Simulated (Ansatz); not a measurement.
Seebeck coefficient (μV/K, mean over directions) of n-type ZnTe (F-43m) against carrier density, PBEsol with spin-orbit coupling, rigid bands (Ansatz, a program for electronic structure). Computed gap 0.96 eV; densities at which minority carriers matter at this gap, or further valleys turn the trend, are left out. Conductivity mass 0.087 mₑ (harmonic mean over directions), N_c = 6.1e17 cm⁻³ at 300 K.

```csv
electron density,300 K,500 K
1e16 cm⁻³,-563,-635
1e17 cm⁻³,-366,-437
1e18 cm⁻³,-181,-245
3e18 cm⁻³,___,___
1e19 cm⁻³,-57,-94
3e19 cm⁻³,-33,-62
```

**Question.** Complete the blanks.

**Answer.** 
- 3e18 cm⁻³, 300 K: -109
- 3e18 cm⁻³, 500 K: -163

Rigid bands with a gap fixed in temperature, one relaxation time for all states, no polarons or phonon drag, and whether or not such doping can be reached.
